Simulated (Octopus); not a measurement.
# N under changes of volume

One of the cells (26.341 Å³/atom); the others are scaled copies at fixed shape and fractional positions:

```
N
1.0
     4.16723    0.00000    0.00000
    -2.08362    3.60893    0.00000
     0.00000    0.00000    7.00600
N
4
Direct
  0.66667 0.33333 0.67107
  0.66667 0.33333 0.82893
  0.33333 0.66667 0.17107
  0.33333 0.66667 0.32893
```

- Program: Octopus 16.4
- Functional: PBE
- Potentials or basis: pseudodojo_pbe (PseudoDojo 0.5, PBE)
- Grid spacing: 0.123 Å
- k mesh: 7 × 7 × 4
- Occupations: fermi-dirac, width 0.05 eV
- Spin: no spin polarisation

| volume (Å³/atom) | energy over the lowest point (meV/atom) | gap on the mesh (eV) | largest force (eV/Å) |
| --- | --- | --- | --- |
| 24.761 | 17.03 | 7.22 | 2.934 |
| 25.288 | 6.79 | 7.17 | 1.745 |
| 25.814 | 1.29 | 7.12 | 0.632 |
| 26.341 | 0.00 | 7.07 | 0.409 |
| 26.868 | ? | ? | ? |
| 27.395 | 9.09 | 6.97 | 2.296 |

What does the run at 26.868 Å³/atom give?

Energy over the lowest point 2.88 meV/atom; gap on the mesh 7.02 eV; largest force 1.383 eV/Å.

Worked out: A Birch-Murnaghan fit of order 3 (a polynomial in V^(-2/3)) to the other rows has its minimum at 26.24 Å³/atom with B0 = V·E''(V) = 61 GPa and B' = 3.1 at fixed shape and positions, which overstates the stiffness. It gives 2.72 meV/atom at 26.868 Å³/atom, against the run's 2.88. A straight line through the other rows of the gap, of slope -2.47 eV per unit of ln V, gives 7.02 eV, against the run's 7.02.

Energies are extrapolated to zero smearing.

Caveats: an odd mesh through Γ misses points on the zone boundary, where band edges often lie; forces of over 1 eV/Å show positions far from the minimum, so gaps and moduli don't describe the material at rest (some runs).
